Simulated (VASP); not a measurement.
# Nd (Im-3m) in VASP: further runs

Runs on Nd. Level: PBE. Tasks: single point.

Everything below comes from runs of VASP 6.6.1. Logs are shortened: lines on timing, memory, paths and dates and some standing lists are left out, and cuts for length are marked.

### Step 1. The crystal as given

Symmetry: Im-3m, No. 229, cubic system. The conventional cell has a = 4.151 Å, b = 4.151 Å, c = 4.151 Å, α = 90.00°, β = 90.00°, γ = 90.00°. Around Nd (site symmetry m-3m) lie 8 Nd at 3.59 Å.

This isn't the form of Nd at room conditions, which is double hcp.

### Step 2. Single point, PBE, collinear spin, ferromagnetic start

File INCAR:

```
SYSTEM = Nd
  ADDGRID = .False.
  ALGO = Normal
  EDIFF = 1E-4
  ENCUT = 460
  GGA = PE
  ISIF = 2
  ISMEAR = -1
  ISPIN = 2
  LASPH = .True.
  LCHARG = .False.
  LMAXMIX = 6
  LORBIT = 11
  LREAL = .False.
  LWAVE = .False.
  MAGMOM = 3
  NBANDS = 16
  NELM = 100
  PREC = Accurate
  SIGMA = 0.1
```

File KPOINTS:

```
k-points
0
Gamma
  5 5 5
  0 0 0
```

File POSCAR:

```
Nd
1.0
   -2.0754700287      2.0754700287      2.0754700287
    2.0754700287     -2.0754700287      2.0754700287
    2.0754700287      2.0754700287     -2.0754700287
Nd
1
Direct
    0.0000000000      0.0000000000      0.0000000000
```

Potentials or basis: VASP PAW PBE potentials, release 64 (Nd_3), 4f in core.

The run is started by

```
cat potpaw_PBE.64/Nd_3/POTCAR > POTCAR
mpirun -np 1 vasp_std > vasp.out
```

OUTCAR:

```text
SYSTEM = Nd
   EDIFF = 1E-4
   ENCUT = 460
   GGA = PE
   ISIF = 2
   ISMEAR = -1
   ISPIN = 2
   LASPH = .True.
   LORBIT = 11
   LREAL = .False.
   NELM = 100
   PREC = Accurate

 Found     10 irreducible k-points:

 Following reciprocal coordinates:
            Coordinates               Weight
  0.000000  0.000000  0.000000      1.000000
  0.200000  0.000000  0.000000     12.000000
  0.400000  0.000000  0.000000     12.000000
  0.200000  0.200000  0.000000     24.000000
  0.400000  0.200000  0.000000     24.000000
  0.200000  0.200000  0.200000      8.000000
   k-points           NKPTS =     10   k-points in BZ     NKDIM =     10   number of bands    NBANDS=     16
   number of dos      NEDOS =    301   number of ions     NIONS =      1
   total plane-waves  NPLWV =  21952
   dimension x,y,z NGX =    28 NGY =   28 NGZ =   28
   dimension x,y,z NGXF=    56 NGYF=   56 NGZF=   56
   ions per type =               1
   NGX,Y,Z   is equivalent  to a cutoff of  12.95, 12.95, 12.95 a.u.
   NGXF,Y,Z  is equivalent  to a cutoff of  25.90, 25.90, 25.90 a.u.
 SYSTEM =  Nd
   PREC   = accura    normal or accurate (medium, high low for compatibility)
   ISTART =      0    job   : 0-new  1-cont  2-samecut
   ICHARG =      2    charge: 1-file 2-atom 10-const
   ISPIN  =      2    spin polarized calculation?
   LNONCOLLINEAR =      F non collinear calculations
   LSORBIT =      F    spin-orbit coupling
   LASPH  =      T    aspherical Exc in radial PAW
   ENCUT  =  460.0 eV  33.81 Ry    5.81 a.u.   6.29  6.29  6.29*2*pi/ulx,y,z
   NELM   =    100;   NELMIN=  2; NELMDL= -5     # of ELM steps
   EDIFF  = 0.1E-03   stopping-criterion for ELM
   LREAL  =      F    real-space projection
   EDIFFG = 0.1E-02   stopping-criterion for IOM
   NSW    =      0    number of steps for IOM
   IBRION =     -1    ionic relax: 0-MD 1-quasi-New 2-CG
   NFREE  =      0    steps in history (QN), initial steepest desc. (CG)
   ISIF   =      2    stress and relaxation
   ISYM   =      2    0-nonsym 1-usesym 2-fastsym
   POTIM  = 0.5000    time-step for ionic-motion
   TEBEG  =    0.0;   TEEND  =   0.0 temperature during run
   PSTRESS=    0.0 pullay stress
   NELECT =      11.0000    total number of electrons
   NUPDOWN=      -1.0000    fix difference up-down
   EMIN   =  10.00;   EMAX   =-10.00  energy-range for DOS
   EFERMI =   0.00;   METHOD = LEGACY
   ISMEAR =    -1;   SIGMA  =   0.10  broadening in eV -4-tet -1-fermi 0-gaus
   EFERMI_NEDOS =   21; number of points for ismear=-14 and -15
   IALGO  =     38    algorithm
   IMIX   =      4    mixing-type and parameters
     AMIX     =   0.40;   BMIX     =  1.00
     AMIX_MAG =   1.60;   BMIX_MAG =  1.00
  volume/ion in A,a.u.               =      35.76       241.33
  Fermi-wavevector in a.u.,A,eV,Ry     =   1.105103  2.088341 16.616139  1.221252
  Thomas-Fermi vector in A             =   2.241585
   LORBIT       =     11    0 simple, 1 ext, 2 COOP (PROOUT), +10 PAW based schemes
   GGA     = PE    functional components
   LHFCALC =     F    Hartree Fock is set to
   AEXX    =    0.0000 exact exchange contribution
   IVDW    =     0    specifies the selected vdW correction
   LEPSILON=     F    determine dielectric tensor
   LRPA    =     F    only Hartree local field effects (RPA)
 spin polarized calculation
  energy-cutoff  :      460.00
  volume of cell :       35.76
 maximum number of plane-waves:       811
 NGX is ok and might be reduce to    28
   NGX = 13   NGY = 13   NGZ = 13

 number of electron      11.0000000 magnetization       0.6868469

 Free energy of the ion-electron system (eV)
  ---------------------------------------------------
  ext. energy  EPLUGINS =         0.00000000
  ---------------------------------------------------
  free energy    TOTEN  =        -4.59155056 eV

  energy without entropy =       -4.52863923  energy(sigma->0) =       -4.56009489

 E-fermi :   3.3373     XC(G=0):  -9.5850

 val. band max:        3.2134047973   @ k =   0.2000   0.2000   0.0000
 cond. band min:       3.4768679081   @ k =  -0.4000   0.4000   0.2000
 fundamental gap:      0.2634631108
 Fermi energy:         3.3373193629

 spin component 1

 k-point     1 :       0.0000    0.0000    0.0000
  band No.  band energies     occupation
      1     -34.7468      1.00000
      2     -15.3968      1.00000
      3     -15.3968      1.00000
      4     -15.3968      1.00000
      5      -0.8621      1.00000
      6       4.5577      0.00001
      7       4.5577      0.00001
      8       4.5577      0.00001
      9       6.8128      0.00000
     10       6.8128      0.00000
     11      12.4978      0.00000
     12      12.4978      0.00000
     13      12.4978      0.00000
     14      20.4300      0.00000
     15      20.4300      0.00000
     16      22.1153      0.00000

 k-point     2 :       0.2000    0.0000    0.0000
  band No.  band energies     occupation
      1     -34.7052      1.00000
      2     -15.7617      1.00000
      3     -15.5084      1.00000
      4     -15.3999      1.00000
      5       0.1796      1.00000
      6       3.8764      0.00454
      7       4.1052      0.00046
      8       5.7273      0.00000
      9       6.2989      0.00000
     10       6.8348      0.00000
     11      13.2323      0.00000
     12      14.4639      0.00000
     13      14.8536      0.00000
     14      16.9151      0.00000
     15      17.9075      0.00000
     16      20.7917      0.00000

 k-point     3 :       0.4000    0.0000    0.0000
  band No.  band energies     occupation
      1     -34.6368      1.00000
      2     -16.2988      1.00000
      3     -15.6816      1.00000
      4     -15.4052      1.00000
      5       1.1513      1.00000
      6       3.0595      0.94147
      7       4.5642      0.00000
      8       6.8358      0.00000
      9       7.3440      0.00000
     10       8.6721      0.00000
     11      11.3909      0.00000
     12      12.8520      0.00000
     13      15.8403      0.00000
     14      18.0762      0.00000
     15      18.9163      0.00000
     16      19.5567      0.00000

 k-point     4 :       0.2000    0.2000    0.0000
  band No.  band energies     occupation
      1     -34.6500      1.00000
      2     -16.1198      1.00000
      3     -15.6699      1.00000
      4     -15.4773      1.00000
      5       1.5479      1.00000
      6       3.2134      0.77542
      7       3.5865      0.07642
      8       6.1914      0.00000
      9       7.4767      0.00000
     10       8.1004      0.00000
     11      12.6459      0.00000
     12      14.2992      0.00000
     13      15.3195      0.00000
     14      15.9035      0.00000
     15      18.9031      0.00000
     16      21.3789      0.00000

 k-point     5 :       0.4000    0.2000    0.0000
  band No.  band energies     occupation
      1     -34.6155      1.00000
      2     -16.2679      1.00000
      3     -15.8578      1.00000
      4     -15.4997      1.00000
      5       1.8929      1.00000
      6       3.0632      0.93940
      7       4.1092      0.00044
      8       6.6375      0.00000
      9       7.6782      0.00000
     10      10.6528      0.00000
     11      10.8721      0.00000
     12      12.5538      0.00000
     13      14.4436      0.00000
     14      17.2856      0.00000
     15      18.4217      0.00000
     16      21.1546      0.00000

 k-point     6 :       0.2000    0.2000    0.2000
  band No.  band energies     occupation
      1     -34.6218      1.00000
      2     -16.1459      1.00000
      3     -15.7388      1.00000
      4     -15.7388      1.00000
      5       3.0058      0.96495
      6       3.0058      0.96495
      7       3.1346      0.88365
      8       7.5290      0.00000
      9       7.5290      0.00000
     10      10.1238      0.00000
     11      11.2523      0.00000
     12      12.9373      0.00000
     13      12.9373      0.00000
     14      16.6276      0.00000
     15      19.5227      0.00000
     16      20.6800      0.00000

 [... further k-points ...]

 spin component 2

 k-point     1 :       0.0000    0.0000    0.0000
  band No.  band energies     occupation
      1     -34.5959      1.00000
      2     -15.2080      1.00000
      3     -15.2080      1.00000
      4     -15.2080      1.00000
      5      -0.3296      1.00000
      6       5.0018      0.00000
      7       5.0018      0.00000
      8       5.0018      0.00000
      9       7.0624      0.00000
     10       7.0624      0.00000
     11      13.0899      0.00000
     12      13.0899      0.00000
     13      13.0899      0.00000
     14      20.8796      0.00000
     15      20.8796      0.00000
     16      22.5281      0.00000

 k-point     2 :       0.2000    0.0000    0.0000
  band No.  band energies     occupation
      1     -34.5556      1.00000
      2     -15.5587      1.00000
      3     -15.3153      1.00000
      4     -15.2112      1.00000
      5       0.7029      1.00000
      6       4.3377      0.00005
      7       4.5499      0.00001
      8       6.1528      0.00000
      9       6.6082      0.00000
     10       7.1083      0.00000
     11      13.7650      0.00000
     12      15.0335      0.00000
     13      15.3166      0.00000
     14      17.3893      0.00000
     15      18.3851      0.00000
     16      21.2394      0.00000

 k-point     3 :       0.4000    0.0000    0.0000
  band No.  band energies     occupation
      1     -34.4895      1.00000
      2     -16.0770      1.00000
      3     -15.4823      1.00000
      4     -15.2169      1.00000
      5       1.6410      1.00000
      6       3.5351      0.12150
      7       5.0491      0.00000
      8       7.1592      0.00000
      9       7.6145      0.00000
     10       9.0220      0.00000
     11      11.8881      0.00000
     12      13.2056      0.00000
     13      16.3913      0.00000
     14      18.6050      0.00000
     15      19.4490      0.00000
     16      20.0609      0.00000

 k-point     4 :       0.2000    0.2000    0.0000
  band No.  band energies     occupation
      1     -34.5023      1.00000
      2     -15.9041      1.00000
      3     -15.4708      1.00000
      4     -15.2859      1.00000
      5       2.0553      1.00000
      6       3.6574      0.03915
      7       4.0621      0.00071
      8       6.5353      0.00000
      9       7.7447      0.00000
     10       8.4901      0.00000
     11      13.0785      0.00000
     12      14.7552      0.00000
     13      15.8041      0.00000
     14      16.3975      0.00000
     15      19.4056      0.00000
     16      21.8798      0.00000

 k-point     5 :       0.4000    0.2000    0.0000
  band No.  band energies     occupation
      1     -34.4690      1.00000
      2     -16.0474      1.00000
      3     -15.6518      1.00000
      4     -15.3077      1.00000
      5       2.3730      0.99994
      6       3.5324      0.12451
      7       4.5696      0.00000
      8       6.9767      0.00000
      9       7.9845      0.00000
     10      10.9772      0.00000
     11      11.3069      0.00000
     12      12.9843      0.00000
     13      14.8977      0.00000
     14      17.8134      0.00000
     15      18.9028      0.00000
     16      21.6587      0.00000

 k-point     6 :       0.2000    0.2000    0.2000
  band No.  band energies     occupation
      1     -34.4750      1.00000
      2     -15.9297      1.00000
      3     -15.5375      1.00000
      4     -15.5375      1.00000
      5       3.4821      0.19036
      6       3.4821      0.19036
      7       3.6317      0.05002
      8       7.7884      0.00000
      9       7.7884      0.00000
     10      10.6388      0.00000
     11      11.5785      0.00000
     12      13.3274      0.00000
     13      13.3274      0.00000
     14      17.2171      0.00000
     15      20.0583      0.00000
     16      21.2258      0.00000

 [... further k-points ...]
[... 5 lines left out ...]
  --------------------------------------------------------------------------------------
  -------------------------------------------------------------------------------------
  Total        0.1150764      0.1150764      0.1150764      0.0000000      0.0000000     -0.0000000
  in kB        5.1556963      5.1556963      5.1556963      0.0000000      0.0000000     -0.0000000
  external PRESSURE =       5.1556963 kB  Pullay stress =       0.0000000 kB

 VOLUME and BASIS-vectors are now :
 -----------------------------------------------------------------------------
  energy-cutoff  :      460.00
  volume of cell :       35.76
      direct lattice vectors                 reciprocal lattice vectors
    -2.075470029  2.075470029  2.075470029     0.000000000  0.240909285  0.240909285
     2.075470029 -2.075470029  2.075470029     0.240909285  0.000000000  0.240909285
     2.075470029  2.075470029 -2.075470029     0.240909285  0.240909285  0.000000000

 POSITION                                       TOTAL-FORCE (eV/Angst)
 -----------------------------------------------------------------------------------
      0.00000      0.00000      0.00000         0.000000      0.000000      0.000000
 -----------------------------------------------------------------------------------
    total drift:                               -0.000000     -0.000000     -0.000000

  FREE ENERGIE OF THE ION-ELECTRON SYSTEM (eV)
  ---------------------------------------------------
  free  energy   TOTEN  =        -4.5915505567 eV

  energy  without entropy=       -4.5286392251  energy(sigma->0) =       -4.56009489

 total charge

# of ion       s       p       d       tot
------------------------------------------
    1        2.152   5.779   0.945   8.876

 magnetization (x)

# of ion       s       p       d       tot
------------------------------------------
    1        0.005   0.023   0.289   0.317
```

Run time: 14 s. Hardware: 1 thread of Intel Xeon Platinum 8488C (Sapphire Rapids), shared host; peak memory 0.16 GiB.

These settings aren't checked as converged: the numbers below hold their error.

What came out:

```yaml
Free_energy: -4.5916 eV
Pressure: 0.5 GPa
Band_gap_on_the_k_mesh: none (metal or under the smearing width)
Net_moment: 0.69 μB per cell
Site_moments: Nd +0.32 μB
Valence_electrons_inside_the_program's_atomic_spheres: Nd 8.88
```

Caveat: the k mesh is coarse (spacing up to 0.43 Å⁻¹), so the values aren't converged; the magnetic or orbital state may not be the lowest; spin-orbit coupling is left out, which moves the levels of the heavy elements; the 4f electrons are frozen in the core as for a trivalent ion, so they carry no moment and show no levels.

### Step 3. Single point, PBE, collinear spin, ferromagnetic start

Changes to INCAR since step 2:

```diff
@@ -3,3 +3,3 @@
   ALGO = Normal
-  EDIFF = 1E-4
+  EDIFF = 1E-5
   ENCUT = 460
```

KPOINTS is that of step 2.

POSCAR is that of step 2.

Potentials or basis: VASP PAW PBE potentials, release 64 (Nd_3), 4f in core.

The run is started by

```
cat potpaw_PBE.64/Nd_3/POTCAR > POTCAR
mpirun -np 1 vasp_std > vasp.out
```

Wall time 13 s (1 thread of Intel Xeon Platinum 8488C (Sapphire Rapids), shared host); peak memory 0.17 GiB.

These settings aren't checked as converged: the numbers below hold their error.

What came out:

* Free energy: -4.5915 eV
* Pressure: 0.5 GPa
* Band gap on the k mesh: none (metal or under the smearing width)
* Net moment: 0.69 μB per cell
* Site moments: Nd +0.32 μB
* Valence electrons inside the program's atomic spheres: Nd 8.88

Caveat: the k mesh is coarse (spacing up to 0.43 Å⁻¹), so the values aren't converged; the magnetic or orbital state may not be the lowest; spin-orbit coupling is left out, which moves the levels of the heavy elements; the 4f electrons are frozen in the core as for a trivalent ion, so they carry no moment and show no levels.

[end of part 1 of 2]
